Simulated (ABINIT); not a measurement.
# Al (Fm-3m) in ABINIT: settings compared

One crystal, Al, is run at these levels: LDA-PZ, BLYP; tasks: equation of state.

All numbers are computed with ABINIT 10.8.3 (patched build); they aren't measurements. Logs are shortened: lines on timing, memory, paths and dates and some standing lists are left out, and cuts for length are marked. The log counts tension as positive stress, the text compression.

**The experiment to reproduce.**

“The interpretation of polycrystalline coherent inelastic neutron scattering from aluminium”, 2013, pmc:3831299 quotes, for a bulk crystal of Al: bulk modulus 76.9 GPa.

The results are compared with them further down.

### Step 1. The structure

Symmetry: Fm-3m, No. 225, cubic system. The conventional cell has a = 4.050 Å, b = 4.050 Å, c = 4.050 Å, α = 90.00°, β = 90.00°, γ = 90.00°. Al (site symmetry m-3m) has 12 Al at 2.86 Å as nearest neighbours.

### Step 2. Equation of state, LDA-PZ

File run.abi:

```
# Datasets: one volume each
ndtset 7
getwfk -1
scalecart1 3*0.9795861087
scalecart2 3*0.9864848297
scalecart3 3*0.9932883884
scalecart4 3*1.0000000000
scalecart5 3*1.0066227096
scalecart6 3*1.0131594038
scalecart7 3*1.0196128224

# Pseudopotentials
pp_dirpath "./"
pseudos "Al.upf"

# Structure
acell 2.8635066922 2.8635066922 2.8635066922 Angstrom
rprim
     0.0000000000     0.7071067812     0.7071067812
     0.7071067812     0.0000000000     0.7071067812
     0.7071067812     0.7071067812     0.0000000000
ntypat 1
znucl 13
natom 1
typat 1
xred
     0.0000000000     0.0000000000     0.0000000000

# Plane-wave basis
ecut 22.0

# k points
kptopt 1
ngkpt 11 11 11
nshiftk 1
shiftk 0.0 0.0 0.0

# Exchange and correlation
ixc 2

# Bands and occupations
nband 6
occopt 3
tsmear 0.00183747

# SCF cycle
nstep 100
tolvrs 1.0e-10

# Output
iomode 3
prtwf 1
prtden 0
prteig 0
prtebands 0
enunit 2
```

Potentials or basis: PseudoDojo NC SR LDA v0.4.1 standard.

Launch:

```bash
abinit run.abi > log 2>&1
```

run.abo:

```text
.Version 10.8.3 of ABINIT
 DATASET    1 : space group Fm -3 m (#225); Bravais cF (face-center cubic)
================================================================================
 Values of the parameters that define the memory need for DATASET  1.
     intxc =       0    ionmov =       0      iscf =       7    lmnmax =       6
     lnmax =       6     mgfft =      24  mpssoang =       3    mqgrid =    3001
     natom =       1  nloc_mem =       1    nspden =       1   nspinor =       1
    nsppol =       1      nsym =      48    n1xccc =    2501    ntypat =       1
    occopt =       3   xclevel =       1
       mpw =         534          nfft =       13824          nkpt =          56
================================================================================
================================================================================

 DATASET    2 : space group Fm -3 m (#225); Bravais cF (face-center cubic)
================================================================================
 Values of the parameters that define the memory need for DATASET  2.
     intxc =       0    ionmov =       0      iscf =       7    lmnmax =       6
     lnmax =       6     mgfft =      24  mpssoang =       3    mqgrid =    3001
     natom =       1  nloc_mem =       1    nspden =       1   nspinor =       1
    nsppol =       1      nsym =      48    n1xccc =    2501    ntypat =       1
    occopt =       3   xclevel =       1
       mpw =         538          nfft =       13824          nkpt =          56
================================================================================
================================================================================
[... 49 lines left out ...]
 DATASET    7 : space group Fm -3 m (#225); Bravais cF (face-center cubic)
================================================================================
 Values of the parameters that define the memory need for DATASET  7.
     intxc =       0    ionmov =       0      iscf =       7    lmnmax =       6
     lnmax =       6     mgfft =      24  mpssoang =       3    mqgrid =    3001
     natom =       1  nloc_mem =       1    nspden =       1   nspinor =       1
    nsppol =       1      nsym =      48    n1xccc =    2501    ntypat =       1
    occopt =       3   xclevel =       1
       mpw =         596          nfft =       13824          nkpt =          56
================================================================================
================================================================================

--------------------------------------------------------------------------------
------------- Echo of variables that govern the present computation ------------
--------------------------------------------------------------------------------
 -outvars: echo values of preprocessed input variables --------
            acell      5.4112434080E+00  5.4112434080E+00  5.4112434080E+00 Bohr
              amu      2.69815390E+01
             ecut      2.20000000E+01 Hartree
           enunit           2
           getwfk          -1
                       outvar_i_n : Printing only first  50 k-points.
              ixc           2
           jdtset        1    2    3    4    5    6    7
                       outvar_i_n : Printing only first  50 k-points.
         kptrlatt       11    0    0      0   11    0      0    0   11
          kptrlen1     5.83085676E+01
          kptrlen2     5.87192049E+01
          kptrlen3     5.91241777E+01
          kptrlen4     5.95236775E+01
          kptrlen5     5.99178855E+01
          kptrlen6     6.03069736E+01
          kptrlen7     6.06911048E+01
            natom           1
            nband           6
           ndtset           7
            ngfft          24      24      24
             nkpt          56
            nstep         100
             nsym          48
           ntypat           1
                       prtocc : prtvol=0, do not print more k-points.
           occopt           3
           prtden           0
        prtebands           0
           prteig           0
            rprim1     0.0000000000E+00  6.9267198023E-01  6.9267198023E-01
                       6.9267198023E-01  0.0000000000E+00  6.9267198023E-01
                       6.9267198023E-01  6.9267198023E-01  0.0000000000E+00
            rprim2     0.0000000000E+00  6.9755011263E-01  6.9755011263E-01
                       6.9755011263E-01  0.0000000000E+00  6.9755011263E-01
                       6.9755011263E-01  6.9755011263E-01  0.0000000000E+00
            rprim3     0.0000000000E+00  7.0236095512E-01  7.0236095512E-01
                       7.0236095512E-01  0.0000000000E+00  7.0236095512E-01
                       7.0236095512E-01  7.0236095512E-01  0.0000000000E+00
            rprim4     0.0000000000E+00  7.0710678120E-01  7.0710678120E-01
                       7.0710678120E-01  0.0000000000E+00  7.0710678120E-01
                       7.0710678120E-01  7.0710678120E-01  0.0000000000E+00
            rprim5     0.0000000000E+00  7.1178974407E-01  7.1178974407E-01
                       7.1178974407E-01  0.0000000000E+00  7.1178974407E-01
                       7.1178974407E-01  7.1178974407E-01  0.0000000000E+00
            rprim6     0.0000000000E+00  7.1641188486E-01  7.1641188486E-01
                       7.1641188486E-01  0.0000000000E+00  7.1641188486E-01
                       7.1641188486E-01  7.1641188486E-01  0.0000000000E+00
            rprim7     0.0000000000E+00  7.2097514092E-01  7.2097514092E-01
                       7.2097514092E-01  0.0000000000E+00  7.2097514092E-01
                       7.2097514092E-01  7.2097514092E-01  0.0000000000E+00
          spgroup         225
           tolvrs      1.00000000E-10
           tsmear      1.83747000E-03 Hartree
            typat      1
                       outvars : Printing only first  50 k-points.
            znucl       13.00000

================================================================================

 chkinp: Checking input parameters for consistency, jdtset=   1.

 chkinp: Checking input parameters for consistency, jdtset=   2.

 chkinp: Checking input parameters for consistency, jdtset=   3.

 chkinp: Checking input parameters for consistency, jdtset=   4.

 chkinp: Checking input parameters for consistency, jdtset=   5.

 chkinp: Checking input parameters for consistency, jdtset=   6.

 chkinp: Checking input parameters for consistency, jdtset=   7.

================================================================================
== DATASET  1 ==================================================================
[... 9 lines left out ...]
 Exchange-correlation functional for the present dataset will be:
  LDA: Perdew-Zunger-Ceperley-Alder - ixc=2
  J.P.Perdew and A.Zunger, PRB 23, 5048 (1981)

 Real(R)+Recip(G) space primitive vectors, cartesian coordinates (Bohr,Bohr^-1):
 R(1)=  0.0000000  3.7482167  3.7482167  G(1)= -0.1333968  0.1333968  0.1333968
 R(2)=  3.7482167  0.0000000  3.7482167  G(2)=  0.1333968 -0.1333968  0.1333968
 R(3)=  3.7482167  3.7482167  0.0000000  G(3)=  0.1333968  0.1333968 -0.1333968
 Unit cell volume ucvol=  1.0531835E+02 bohr^3
 Angles (23,13,12)=  6.00000000E+01  6.00000000E+01  6.00000000E+01 degrees

 getcut: wavevector=  0.0000  0.0000  0.0000  ngfft=  24  24  24
         ecut(hartree)=     22.000   => boxcut(ratio)=   2.14435

--- Pseudopotential description ------------------------------------------------
- pspini: atom type   1  psp file is ./Al.upf
12 -1012 2 -1 1854                            pspcod,pspxc,lmax,lloc,mmax
     nproj     2     2     2

   1.72317429E+00                                ecore*ucvol(ha*bohr**3)
--------------------------------------------------------------------------------

================================================================================

--- !BeginCycle
iteration_state: {dtset: 1, }
solver: {iscf: 7, nstep: 100, nline: 4, wfoptalg: 0, }
tolerances: {tolvrs: 1.00E-10, }
...

     iter   Etot(hartree)      deltaE(h)  residm     vres2
 ETOT  1  -2.3630377472334    -2.363E+00 6.223E-02 9.667E-01
 ETOT  2  -2.3646543663580    -1.617E-03 2.946E-03 3.992E-02
 ETOT  3  -2.3646587167379    -4.350E-06 1.166E-03 1.222E-04
 ETOT  4  -2.3646587359254    -1.919E-08 1.313E-03 3.064E-07
 ETOT  5  -2.3646587359679    -4.256E-11 7.726E-04 3.498E-09
 ETOT  6  -2.3646587359684    -5.005E-13 9.116E-04 9.862E-12

 At SCF step    6       vres2   =  9.86E-12 < tolvrs=  1.00E-10 =>converged.
[... 945 lines left out ...]
kinetic             :  8.25511942161923E-01
hartree             :  3.55392231128439E-03
xc                  : -1.09664525830417E+00
Ewald energy        : -2.64418253972095E+00
psp_core            :  1.45093223772797E-02
local_psp           :  1.16997251397249E-01
non_local_psp       :  4.17411065135977E-01
internal            : -2.36284429464141E+00
'-kT*entropy'       : -1.55194658253796E-04
total_energy        : -2.36299948929966E+00
total_energy_eV     : -6.43004918023889E+01
band_energy         :  2.96635030949150E-01
...

 Cartesian components of stress tensor (hartree/bohr^3)
  sigma(1 1)=  2.46522894E-04  sigma(3 2)=  0.00000000E+00
  sigma(2 2)=  2.46522894E-04  sigma(3 1)=  0.00000000E+00
  sigma(3 3)=  2.46522894E-04  sigma(2 1)=  0.00000000E+00

-Cartesian components of stress tensor (GPa)         [Pressure= -7.2530E+00 GPa]
- sigma(1 1)=  7.25295394E+00  sigma(3 2)=  0.00000000E+00
- sigma(2 2)=  7.25295394E+00  sigma(3 1)=  0.00000000E+00
- sigma(3 3)=  7.25295394E+00  sigma(2 1)=  0.00000000E+00

== END DATASET(S) ==============================================================
================================================================================

 -outvars: echo values of variables after computation  --------
            acell      5.4112434080E+00  5.4112434080E+00  5.4112434080E+00 Bohr
           etotal1    -2.3646587360E+00
           etotal2    -2.3646610181E+00
           etotal3    -2.3645344868E+00
           etotal4    -2.3642929913E+00
           etotal5    -2.3639491062E+00
           etotal6    -2.3635144914E+00
           etotal7    -2.3629994893E+00
            fcart1    -0.0000000000E+00 -0.0000000000E+00 -0.0000000000E+00
            fcart2    -0.0000000000E+00 -0.0000000000E+00 -0.0000000000E+00
            fcart3    -0.0000000000E+00 -0.0000000000E+00 -0.0000000000E+00
            fcart4    -0.0000000000E+00 -0.0000000000E+00 -0.0000000000E+00
            fcart5    -0.0000000000E+00 -0.0000000000E+00 -0.0000000000E+00
            fcart6    -0.0000000000E+00 -0.0000000000E+00 -0.0000000000E+00
            fcart7    -0.0000000000E+00 -0.0000000000E+00 -0.0000000000E+00
            rprim1     0.0000000000E+00  6.9267198023E-01  6.9267198023E-01
                       6.9267198023E-01  0.0000000000E+00  6.9267198023E-01
                       6.9267198023E-01  6.9267198023E-01  0.0000000000E+00
            rprim2     0.0000000000E+00  6.9755011263E-01  6.9755011263E-01
                       6.9755011263E-01  0.0000000000E+00  6.9755011263E-01
                       6.9755011263E-01  6.9755011263E-01  0.0000000000E+00
            rprim3     0.0000000000E+00  7.0236095512E-01  7.0236095512E-01
                       7.0236095512E-01  0.0000000000E+00  7.0236095512E-01
                       7.0236095512E-01  7.0236095512E-01  0.0000000000E+00
            rprim4     0.0000000000E+00  7.0710678120E-01  7.0710678120E-01
                       7.0710678120E-01  0.0000000000E+00  7.0710678120E-01
                       7.0710678120E-01  7.0710678120E-01  0.0000000000E+00
            rprim5     0.0000000000E+00  7.1178974407E-01  7.1178974407E-01
                       7.1178974407E-01  0.0000000000E+00  7.1178974407E-01
                       7.1178974407E-01  7.1178974407E-01  0.0000000000E+00
            rprim6     0.0000000000E+00  7.1641188486E-01  7.1641188486E-01
                       7.1641188486E-01  0.0000000000E+00  7.1641188486E-01
                       7.1641188486E-01  7.1641188486E-01  0.0000000000E+00
            rprim7     0.0000000000E+00  7.2097514092E-01  7.2097514092E-01
                       7.2097514092E-01  0.0000000000E+00  7.2097514092E-01
                       7.2097514092E-01  7.2097514092E-01  0.0000000000E+00
           strten1    -3.1710251655E-05 -3.1710251655E-05 -3.1710251655E-05
                       0.0000000000E+00  0.0000000000E+00  0.0000000000E+00
           strten2     2.9124611148E-05  2.9124611148E-05  2.9124611148E-05
                       0.0000000000E+00  0.0000000000E+00  0.0000000000E+00
           strten3     8.3450367740E-05  8.3450367740E-05  8.3450367740E-05
                       0.0000000000E+00  0.0000000000E+00  0.0000000000E+00
           strten4     1.3184781051E-04  1.3184781051E-04  1.3184781051E-04
                       0.0000000000E+00  0.0000000000E+00  0.0000000000E+00
           strten5     1.7485269433E-04  1.7485269433E-04  1.7485269433E-04
                       0.0000000000E+00  0.0000000000E+00  0.0000000000E+00
           strten6     2.1294363448E-04  2.1294363448E-04  2.1294363448E-04
                       0.0000000000E+00  0.0000000000E+00  0.0000000000E+00
           strten7     2.4652289381E-04  2.4652289381E-04  2.4652289381E-04
                       0.0000000000E+00  0.0000000000E+00  0.0000000000E+00
 Calculation completed.
```

Wall time 22 s (1 thread of Arm Neoverse V1, shared host); peak memory 0.09 GiB.

What came out:

* Equilibrium volume: 15.78 Å³/atom
* Bulk modulus: 85 GPa
* Pressure derivative of the bulk modulus: 4.6

Energy against volume, from the lowest point:
| volume (Å³/atom) | energy (meV/atom) |
| --- | --- |
| 15.607 | 0.06 |
| 15.939 | 0.00 |
| 16.271 | 3.44 |
| 16.603 | 10.01 |
| 16.935 | 19.37 |
| 17.267 | 31.20 |
| 17.599 | 45.21 |

Caveat: pressures at fixed basis lie under the slope of the energies.

(Part 1 of 2 ends here.)
